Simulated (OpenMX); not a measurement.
Cr:

```
CELL_PARAMETERS angstrom
2.71400 0.00000 0.00000
-1.35700 2.35039 0.00000
0.00000 0.00000 4.41000
ATOMIC_POSITIONS crystal
Cr 0.66667 0.33333 0.75000
Cr 0.33333 0.66667 0.25000
```

This isn't the form of Cr at room conditions, which is bcc.

```yaml
Program: OpenMX 3.8.5
Task: single point
Functional: PBE
Potentials_or_basis: OpenMX 2013 PBE set, Cr6.0-s3p2d2, grid cutoff 400 Ry
k_mesh: 11 × 11 × 7
Occupations: fermi-dirac, width 0.05 eV
Spin: collinear spin, ferromagnetic start
Starting_moments: "[3.0, 3.0] μB"
```

On this cell: pressure -24.8 GPa; largest force 0.015 eV/Å; net moment 2.16 μB per cell; site moments Cr +1.08 μB; band gap on the k mesh none (metal or under the smearing width).

The same run follows on a disturbed copy (atoms moved at random, drawn with an rms of 0.05 Å):

```xyz
2
Lattice="2.7140 0.0000 0.0000 -1.3570 2.3504 0.0000 0.0000 0.0000 4.4100" Properties=species:S:1:pos:R:3 pbc="T T T"
Cr    1.3866    0.7851    3.2815
Cr    0.0005    1.5516    1.1229
```

Task: What does the disturbed cell give?

Result: The energy (extrapolated to zero smearing) moves by +1.1 meV/atom; pressure -24.7 GPa; largest force 0.136 eV/Å; net moment 2.15 μB per cell; site moments Cr +1.07, +1.08 μB; band gap on the k mesh none (metal or under the smearing width).

Forces on the atoms (eV/Å):
```
Cr   0.028  0.000  0.133
Cr  -0.026  0.001 -0.131
```

Caveats: the basis of atomic orbitals isn't converged, which shifts pressures, moduli and gaps; so large a pressure means that the cell lies far from this level's equilibrium, or that cutoff or potentials fall short (some runs).
